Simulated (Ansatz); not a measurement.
## A series in volume scale on AlRu

Results calculated with Ansatz 0.2.0, not measured. Periodic Kohn-Sham DFT of a crystal at fixed atoms, scaled to volume_scale times the given cell; pressure positive in compression, energy less spherical unpolarised free atoms, largest_vzz the field gradient of largest size among the nuclei.

The cell before it is scaled or strained (space group Pm-3m, No. 221):
```
AlRu
1.0
      2.9916     0.0000     0.0000
      0.0000     2.9916     0.0000
      0.0000     0.0000     2.9916
Al Ru
1 1
Direct
  0.00000 0.00000 0.00000
  0.50000 0.50000 0.50000
```

Settings of every row: method all-electron LAPW; functional PBE; relativity scalar; k mesh 12x12x12; filling fermi-dirac; smearing width 0.05 eV; basis error target 1 meV/atom; nucleus gaussian.

Atom start moment: 0 on all atoms.

| row | volume scale | V (Å³/atom) | pressure (GPa) | energy less free atoms (eV/atom) |
| --- | --- | --- | --- | --- |
| 1 | 0.96 | 12.851 | ? | ? |
| 2 | 0.98 | 13.119 | 6.943 | -7.1259 |
| 3 | 1 | 13.387 | 2.428 | -7.1337 |
| 4 | 1.02 | 13.655 | -1.629 | -7.1343 |
| 5 | 1.04 | 13.922 | -5.274 | -7.1285 |

Question: what pressure and energy less free atoms should row 1 give?

Worked fit of pressure. Take u = (V_r/V)^(2/3) − 1 with V_r = 13.521 Å³ an atom, which is twice the finite (Eulerian) strain; such expansions in the strain, on which the Birch-Murnaghan equation of state is built, carry the rest volume and the bulk modulus. The shown rows have u = 0.02033, 0.00666, -0.00655, -0.0193. Least squares give pressure = 0.3459 + 307.372 × u + 840.86 × u² GPa; a straight line predicts inner rows, each left out in turn, worse (root mean square 0.21 against 0.0051 GPa). The rows lie off it by 0.001, -0.002, 0.002, -0.001. The pressure vanishes at u = -0.0011, or V = 13.54 Å³ an atom, and there the bulk modulus at fixed shape and fractions is B = −V dP/dV = (2/3)(1 + u) dP/du = 203 GPa. The withheld row has u = 0.03446, so the fit gives 0.3459 + 307.372 × (0.03446) + 840.86 × (0.03446)² = 11.936 GPa.

The calculation gave 11.968 GPa. The fit lies 0.032 GPa (0.19 % of the column's range) below it; its largest miss of a shown row is 0.002 GPa. This row lies beyond the range of the fit.

Worked fit of energy less free atoms. Take u = (V_r/V)^(2/3) − 1 with V_r = 13.521 Å³ an atom, which is twice the finite (Eulerian) strain; such expansions in the strain, on which the Birch-Murnaghan equation of state is built, carry the rest volume and the bulk modulus. The shown rows have u = 0.02033, 0.00666, -0.00655, -0.0193. Least squares give energy less free atoms = −7.13485 + 0.0454 × u + 19.411 × u² eV/atom; a straight line predicts inner rows, each left out in turn, worse (root mean square 0.0048 against 3.1e-05 eV/atom). All shown rows lie on it to the printed digit. Its lowest point lies at u = -0.0012, or V = 13.54 Å³ an atom, and the curvature there gives the bulk modulus at fixed shape and fractions, B = (4/9)(1 + u)² E″(u)/V = 204 GPa. The withheld row has u = 0.03446, so the fit gives −7.13485 + 0.0454 × (0.03446) + 19.411 × (0.03446)² = -7.1102 eV/atom.

The calculation gave -7.1102 eV/atom. The fit meets it to the printed digit. This row lies beyond the range of the fit.
